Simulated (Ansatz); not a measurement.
**ZnF$_{2}$ on a mismatched substrate**

Level of theory: Ansatz, DFT r2SCAN, scalar-relativistic, plane waves, PAW. Run with 500 eV cutoff, 6×6×8 k-mesh, Gaussian smearing of 0.02 eV, no spin polarisation.

Reference structure (relaxed):

```yaml
crystal:
  lattice:
    - [4.70251, 0.00000, 0.00000]
    - [0.00000, 4.70251, 0.00000]
    - [0.00000, 0.00000, 3.12735]
  atoms:
    - { symbol: Zn, position: [0.50000, 0.50000, 0.50000] }
    - { symbol: Zn, position: [0.00000, 0.00000, 0.00000] }
    - { symbol: F, position: [0.69688, 0.69688, 0.00000] }
    - { symbol: F, position: [0.80312, 0.19688, 0.50000] }
    - { symbol: F, position: [0.30312, 0.30312, 0.00000] }
    - { symbol: F, position: [0.19688, 0.80312, 0.50000] }
```

The a-b plane is strained alike in both directions, as on a substrate, while c and the atoms relax within the symmetry that the strain leaves. Stress is positive in compression; energies are free energies at the smearing used, per atom.

```tsv
strain (%)	c (Å)	σ in plane (GPa)	ΔE (meV/atom)
-3.0	3.2252	4.68	9.99
-2.0	3.1908	3.07	4.41
-1.0	3.1582	1.52	1.11
+0.0	3.1273	0.02	0.00
+1.0	3.0983	-1.39	1.00
+2.0	3.0718	-2.73	3.98
+3.0	3.0472	-3.97	8.83
```

**Question.** Get the biaxial modulus twice, from the stresses and from the energies of the innermost pair.

**Answer.** From stress: M = −Δσ/Δε = (1.52 − (-1.39)) / 0.020 = 145 GPa. Two in-plane directions each store σε/2, so the energy density is Mε²: M = (mean ΔE)/(V ε²) = 1.05 meV / (11.526 Å³ × 0.010²) × 0.16022 GPa Å³/meV = 146 GPa. The two agree.

**Question.** How well does Mε², with M from the stresses, predict the outermost points?

**Answer.** 9.4 meV predicted against 10.0 computed at -3.0 %; 9.4 meV predicted against 8.8 computed at +3.0 %. Compression costs more than stretching, the usual sign of bonds that stiffen as they shorten.

**Question.** How does c respond, and up to what thickness can a film with 1 % or 2 % misfit stay coherent on a thick substrate?

**Answer.** c answers with ε_c = −0.96 ε. In an isotropic solid that ratio is 2ν/(1 − ν), so ν = r/(2 + r) = 0.32. A film of thickness h stores Mε²h per area, 14.5 mJ/m² per nm at 1 %. The Matthews–Blakeslee balance for pure edge misfit dislocations, h = b/(8πf(1 + ν)) × (ln(h/b) + 1), with b taken as the in-plane vector a = 4.70 Å, solved by iteration, gives 4.7 nm at f = 1 % and 1.5 nm at 2 %. This is an isotropic estimate in which the moduli cancel; the real Burgers vector, glide system, anisotropy and slow kinetics can shift it by a factor of a few, mostly upward.